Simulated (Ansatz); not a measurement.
# InP (F-43m) in Ansatz: further runs, part 2 of 2

Ansatz 0.2.0. Earlier steps stand in the parts before.

## Step 3: Single point, rPW86-PBE+rVV10, 23.66 Å³/atom (volume scaled by 0.94)

The input, input.yaml:

```yaml
crystal:
  lattice:
    - [0.0, 2.8706770916, 2.8706770916]
    - [2.8706770916, 0.0, 2.8706770916]
    - [2.8706770916, 2.8706770916, 0.0]
  atoms:
    - { symbol: In, position: [0.0, 0.0, 0.0] }
    - { symbol: P, position: [0.75, 0.75, 0.75] }
hamiltonian:
  xc: { exchange: rpw86, correlation: pbe }
  pseudopotentials: { kind: paw }
  dispersion: rvv10
kpoints:
  mp_grid: { grid: [8, 8, 8] }
scf:
  occupations: { method: fermi_dirac, width: 0.05 }
output:
  forces: true
  stress: true
  eigenvalues: true
```

Potentials or basis: Ansatz PAW.

Command:

```bash
$ ansatz run input.yaml --threads 2 --pin off --max-ram 5120MiB --backend cpu --events-out ev --progress --plain --runs-dir out
```

The program printed:

```text
Warning: RAYON_NUM_THREADS=2 ignored (pool sized by the plan → 2); use --threads N
Engine: ansatz 0.2.0, x86_64-unknown-linux-gnu
Pseudopotentials: kind: paw
Pseudopotential: In, paw, valence charge 13, recommended cutoff 420 eV (normal), In.paw.azcp
Pseudopotential: P, paw, valence charge 5, recommended cutoff 420 eV (normal), P.paw.azcp
Functional definition: unnamed
  exchange = rpw86_x
  correlation = pbe_c + rvv10(6.3, 0.0093)
Crystal: 2 atoms, lattice volume = 47.313 Å³
Basis set: ecut = 420 eV, 941 PW (Γ), exchange–correlation on 64×64×64 points (8 copies of the dense FFT grid, shifted against one another)
Bands: 13, of which v1, the nominal top of the filled ones, is band 9 counted from 1 (8 counted from 0)
Symmetry: 24 space group operations
Space group: F-43m (ITA 216), of the structure as read, at distance tolerance 3.6e-5 Å
k-points: 29 of 512 (time reversal used)
Non-local potential: In, projectors of the file, l = 0: 2, l = 1: 2, l = 2: 2, l = 3: 2
Non-local potential: P, projectors of the file, l = 0: 2, l = 1: 2, l = 2: 2
PAW form: soft (Blöchl's): semilocal exchange-correlation on the pseudo side does not see the compensation charge
rVV10 density: all electrons in the spheres
PAW frozen core: In, regenerated for the run's functional, and the local potential with it (the file was generated under x = pbe(κ = 0.804, μ = 0.2195149727645171), c = pbe(β = 0.06672455060314922))
PAW frozen core: P, regenerated for the run's functional, and the local potential with it (the file was generated under x = pbe(κ = 0.804, μ = 0.2195149727645171), c = pbe(β = 0.06672455060314922))
PAW one-centre angular grid: In, 590 points (default); XC on 96 Gauss nodes
PAW one-centre angular grid: P, 110 points (default); XC on 64 Gauss nodes
Initial density: superposition of atomic densities (neutral atoms: chi_scale 0, normalization atom), corrected by the library's trained network
Initial wavefunctions: pseudopotential atomic-orbital guess
Functional: x = rpw86, c = pbe(β = 0.06672455060314922) + rvv10(b = 6.3, C = 0.0093)
SCF iter   1: F=—  HF=-6409.105728 eV  |F-HF|=—  |Δ(HF+E_count)|=         —  Δρ=3.43e-3  dr2=4.60e-3  ethr=1.77e-3  ⟨swp⟩=6.5  Hψ=2559  notcnv=0
preconditioner: auto → none  [insulator: Δε(μ)=0.882 eV  Ē_g=14.858 eV  σ=0.050 eV  W_gap=1.00  n_scr=14 (ndim 8)  ℏωp=22.9 eV  f_vac=0.012  D(μ)=0.00/eV (n_scr^D=0)  ε∞_Penn≈3.4]
SCF iter   2: F=—  HF=-6409.102030 eV  |F-HF|=—  |Δ(HF+E_count)|=   3.70e-3  Δρ=1.54e-3  dr2=7.76e-4  ethr=2.56e-5  ⟨swp⟩=2.6  Hψ=940  notcnv=0
SCF iter   3: F=—  HF=-6409.101873 eV  |F-HF|=—  |Δ(HF+E_count)|=   1.57e-4  Δρ=4.34e-4  dr2=7.33e-5  ethr=4.31e-6  ⟨swp⟩=2.0  Hψ=582  notcnv=0
SCF iter   4: F=—  HF=-6409.101842 eV  |F-HF|=—  |Δ(HF+E_count)|=   3.09e-5  Δρ=1.53e-4  dr2=1.06e-5  ethr=4.07e-7  ⟨swp⟩=2.0  Hψ=641  notcnv=0
SCF iter   5: F=—  HF=-6409.101840 eV  |F-HF|=—  |Δ(HF+E_count)|=   2.84e-6  Δρ=5.20e-5  dr2=9.87e-7  ethr=5.90e-8  ⟨swp⟩=3.0  Hψ=699  notcnv=0
SCF iter   6: F=-6409.101839 eV  HF=-6409.101839 eV  |F-HF|=1.60e-8  |Δ(HF+E_count)|=   2.34e-7  Δρ=1.04e-5  dr2=2.76e-8  ethr=5.56e-10  ⟨swp⟩=5.0  Hψ=2025  notcnv=0
SCF 1 converged in 6 iterations: F = -6409.101839 eV  dr2 = 2.76e-8
SCF converged after 6 iterations
Free energy (F): -6409.101839 eV
Harris-Foulkes:  -6409.101839 eV  (|F-HF|=1.60e-8)
Internal energy: -6409.101838 eV  (E = F + TS)
E sigma→0 (E₀):  -6409.101839 eV
Entropy (-TS):   -0.000001 eV (-0.000 meV/atom)
Fermi energy:    8.318534 eV
--- Per-component energies (eV) ---
  E_band       = -39.416056
  E_kinetic    = 316.138072
  E_local      = -1356.402548  (includes V_loc(G=0)·N_el)
  E_nonlocal   = 398.389707
  E_hartree    = 537.049248
  E_xc         = -274.522983
  E_vxc        = -160.704836  (∫ρ·V_xc dr)
  E_paw        = -4783.373682  (= ΣΔE_a)
  E_vpaw       = -310.938382  (= ΣTr[D̂ρ^β])
  E_aug_tail   = 0.000022  (compensation charges beyond the density's cutoff)
  E_ewald      = -1246.146996
  E_core_change = -0.232678  (= ΣΔE_core)
  E_smearing   = -0.000001  (= −TS)
  E_closure    = 0.000000  (closes the sum)
  Σ components = -6409.101839   (vs F -6409.101839, Δ=0.00e0)
--- Forces (eV/Å), atoms counted from 1 ---
  atom   1  In    -0.00000000     0.00000000     0.00000000
  atom   2  P      0.00000000     0.00000000    -0.00000000
  max |Σ_I F_I| component: 3.70e-17 eV/Å
--- Stress (GPa, compression-positive) ---
        9.515390       0.000000      -0.000000
        0.000000       9.515390       0.000000
       -0.000000       0.000000       9.515390
  P = ⅓ Tr σ = 9.5154 GPa (95.154 kbar)
--- Band table (eV; the first three rows and the last of 29) ---
  k-point 0: bands = ["-6.4335", "-6.4335", "-6.4335", "-6.2481", "-6.2481", "-4.1549", "7.8401", "7.8401", "7.8401", "8.7370", "11.9049", "11.9049", "11.9049"]
  k-point 1: bands = ["-6.4600", "-6.4242", "-6.4242", "-6.2480", "-6.2480", "-3.9566", "6.2682", "7.6330", "7.6330", "9.6351", "12.0850", "12.2036", "12.2036"]
  k-point 2: bands = ["-6.5184", "-6.4046", "-6.4046", "-6.2450", "-6.2450", "-3.4032", "4.2410", "7.2250", "7.2250", "9.7204", "12.6444", "12.6444", "13.2322"]
  k-point 28: bands = ["-6.6284", "-6.3592", "-6.3158", "-6.2742", "-6.2300", "-1.3884", "1.9574", "4.6085", "4.6217", "12.0619", "12.4346", "13.4980", "13.9584"]
```

Wall time 1.7 s (2 threads of AMD EPYC 7B13 (Zen 3), shared host); peak memory 0.41 GiB.

Results:

```
Free energy            : -6409.1018 eV
Pressure               : 9.5 GPa
Band gap on the k mesh : 0.90 eV, direct
```

Caveat: spin-orbit coupling is left out, which moves the levels of the heavy elements; the PAW data sets come from PBE, with cores solved anew for the run's functional, which leaves a small shift of forces and pressure.

## Step 4: Single point, rPW86-PBE+rVV10, 24.16 Å³/atom (volume scaled by 0.96)

Changes to input.yaml since step 3:

```diff
@@ -2,5 +2,5 @@
   lattice:
-    - [0.0, 2.8706770916, 2.8706770916]
-    - [2.8706770916, 0.0, 2.8706770916]
-    - [2.8706770916, 2.8706770916, 0.0]
+    - [0.0, 2.8908937935, 2.8908937935]
+    - [2.8908937935, 0.0, 2.8908937935]
+    - [2.8908937935, 2.8908937935, 0.0]
   atoms:
```

Command:

```bash
$ ansatz run input.yaml --threads 2 --pin off --max-ram 5120MiB --backend cpu --events-out ev --progress --plain --runs-dir out
```

Run time: 1.8 s. Hardware: 2 threads of AMD EPYC 7B13 (Zen 3), shared host; peak memory 0.41 GiB.

It converged, with:

| Item | Value |
| --- | --- |
| Free energy | -6409.1552 eV |
| Pressure | 7.5 GPa |
| Band gap on the k mesh | 0.78 eV, direct |

Caveat: spin-orbit coupling is left out, which moves the levels of the heavy elements; the PAW data sets come from PBE, with cores solved anew for the run's functional, which leaves a small shift of forces and pressure.

## Step 5: Single point, rPW86-PBE+rVV10, 24.66 Å³/atom (volume scaled by 0.98)

Changes to input.yaml since step 4:

```diff
@@ -2,5 +2,5 @@
   lattice:
-    - [0.0, 2.8908937935, 2.8908937935]
-    - [2.8908937935, 0.0, 2.8908937935]
-    - [2.8908937935, 2.8908937935, 0.0]
+    - [0.0, 2.9108316221, 2.9108316221]
+    - [2.9108316221, 0.0, 2.9108316221]
+    - [2.9108316221, 2.9108316221, 0.0]
   atoms:
```

Command:

```bash
$ ansatz run input.yaml --threads 2 --pin off --max-ram 5120MiB --backend cpu --events-out ev --progress --plain --runs-dir out
```

It took 1.7 s on 2 threads of AMD EPYC 7B13 (Zen 3), shared host; peak memory 0.41 GiB.

It converged, with:

```
Free energy            : -6409.1965 eV
Pressure               : 5.7 GPa
Band gap on the k mesh : 0.66 eV, direct
```

Caveat: spin-orbit coupling is left out, which moves the levels of the heavy elements; the PAW data sets come from PBE, with cores solved anew for the run's functional, which leaves a small shift of forces and pressure.

## Step 6: Single point, rPW86-PBE+rVV10, 25.17 Å³/atom

Changes to input.yaml since step 5:

```diff
@@ -2,5 +2,5 @@
   lattice:
-    - [0.0, 2.9108316221, 2.9108316221]
-    - [2.9108316221, 0.0, 2.9108316221]
-    - [2.9108316221, 2.9108316221, 0.0]
+    - [0.0, 2.9305, 2.9305]
+    - [2.9305, 0.0, 2.9305]
+    - [2.9305, 2.9305, 0.0]
   atoms:
@@ -20 +20,5 @@
   eigenvalues: true
+  write_density: true
+  write_potential: true
+  elf: true
+  volumetric_format: npy
```

Potentials or basis: Ansatz PAW.

Command:

```bash
$ ansatz run input.yaml --threads 2 --pin off --max-ram 5120MiB --backend cpu --events-out ev --progress --plain --runs-dir out
```

It took 1.9 s on 2 threads of AMD EPYC 7B13 (Zen 3), shared host; peak memory 0.42 GiB.

Results (log left out):

```yaml
Free_energy: -6409.2270 eV
Pressure: 4.1 GPa
Band_gap_on_the_k_mesh: 0.55 eV, direct
```

Caveat: spin-orbit coupling is left out, which moves the levels of the heavy elements; the PAW data sets come from PBE, with cores solved anew for the run's functional, which leaves a small shift of forces and pressure.

## Step 7: Single point, rPW86-PBE+rVV10, 25.67 Å³/atom (volume scaled by 1.02)

Changes to input.yaml since step 6:

```diff
@@ -2,5 +2,5 @@
   lattice:
-    - [0.0, 2.9305, 2.9305]
-    - [2.9305, 0.0, 2.9305]
-    - [2.9305, 2.9305, 0.0]
+    - [0.0, 2.9499078504, 2.9499078504]
+    - [2.9499078504, 0.0, 2.9499078504]
+    - [2.9499078504, 2.9499078504, 0.0]
   atoms:
@@ -20,5 +20 @@
   eigenvalues: true
-  write_density: true
-  write_potential: true
-  elf: true
-  volumetric_format: npy
```

Command:

```bash
$ ansatz run input.yaml --threads 2 --pin off --max-ram 5120MiB --backend cpu --events-out ev --progress --plain --runs-dir out
```

Run time: 1.8 s. Hardware: 2 threads of AMD EPYC 7B13 (Zen 3), shared host; peak memory 0.4 GiB.

It converged, with:

* Free energy: -6409.2477 eV
* Pressure: 2.6 GPa
* Band gap on the k mesh: 0.44 eV, direct

Caveat: spin-orbit coupling is left out, which moves the levels of the heavy elements; the PAW data sets come from PBE, with cores solved anew for the run's functional, which leaves a small shift of forces and pressure.

## Step 8: Single point, rPW86-PBE+rVV10, 26.17 Å³/atom (volume scaled by 1.04)

Changes to input.yaml since step 7:

```diff
@@ -2,5 +2,5 @@
   lattice:
-    - [0.0, 2.9499078504, 2.9499078504]
-    - [2.9499078504, 0.0, 2.9499078504]
-    - [2.9499078504, 2.9499078504, 0.0]
+    - [0.0, 2.9690636329, 2.9690636329]
+    - [2.9690636329, 0.0, 2.9690636329]
+    - [2.9690636329, 2.9690636329, 0.0]
   atoms:
```

Command:

```bash
$ ansatz run input.yaml --threads 2 --pin off --max-ram 5120MiB --backend cpu --events-out ev --progress --plain --runs-dir out
```

Run time: 1.6 s. Hardware: 2 threads of AMD EPYC 7B13 (Zen 3), shared host; peak memory 0.42 GiB.

It converged, with:

| Property | Result |
| --- | --- |
| Free energy | -6409.2598 eV |
| Pressure | 1.3 GPa |
| Band gap on the k mesh | 0.33 eV, direct |

Caveat: spin-orbit coupling is left out, which moves the levels of the heavy elements; the PAW data sets come from PBE, with cores solved anew for the run's functional, which leaves a small shift of forces and pressure.

## Step 9: Single point, rPW86-PBE+rVV10, 26.68 Å³/atom (volume scaled by 1.06)

Changes to input.yaml since step 8:

```diff
@@ -2,5 +2,5 @@
   lattice:
-    - [0.0, 2.9690636329, 2.9690636329]
-    - [2.9690636329, 0.0, 2.9690636329]
-    - [2.9690636329, 2.9690636329, 0.0]
+    - [0.0, 2.9879753761, 2.9879753761]
+    - [2.9879753761, 0.0, 2.9879753761]
+    - [2.9879753761, 2.9879753761, 0.0]
   atoms:
@@ -20 +20,5 @@
   eigenvalues: true
+  write_density: true
+  write_potential: true
+  elf: true
+  volumetric_format: npy
```

Potentials or basis: Ansatz PAW.

Command:

```bash
$ ansatz run input.yaml --threads 2 --pin off --max-ram 5120MiB --backend cpu --events-out ev --progress --plain --runs-dir out
```

Run time: 1.9 s. Hardware: 2 threads of AMD EPYC 7B13 (Zen 3), shared host; peak memory 0.42 GiB.

It converged, with:

```
Free energy            : -6409.2641 eV
Pressure               : 0.1 GPa
Band gap on the k mesh : 0.23 eV, direct
```

Caveat: spin-orbit coupling is left out, which moves the levels of the heavy elements; the PAW data sets come from PBE, with cores solved anew for the run's functional, which leaves a small shift of forces and pressure.

## Step 10: Equation of state, rPW86-PBE+rVV10

This step only gathers the single runs of the series.

Results:

* Equilibrium volume: 26.72 Å³/atom (rough: see the caveat)
* Bulk modulus: 59 GPa (rough)

Energy against volume, from the lowest point:
```csv
volume (Å³/atom),energy (meV/atom)
23.657,81.11
24.160,54.44
24.663,33.79
25.167,18.55
25.670,8.16
26.173,2.12
26.677,0.00
```

Caveat: the potentials were made for another functional, which shifts forces and pressure; the minimum lies outside the volumes run.

## Step 11: How close it comes

Step 2. A measured gap of InP is 1.4236 eV (direct; 1.6 K; a printed reference work, data compilation); the calculated 1.16 eV misses it by -0.26 eV. Spin-orbit coupling on In is left out. The value is that of r2SCAN, without temperature or zero-point motion.
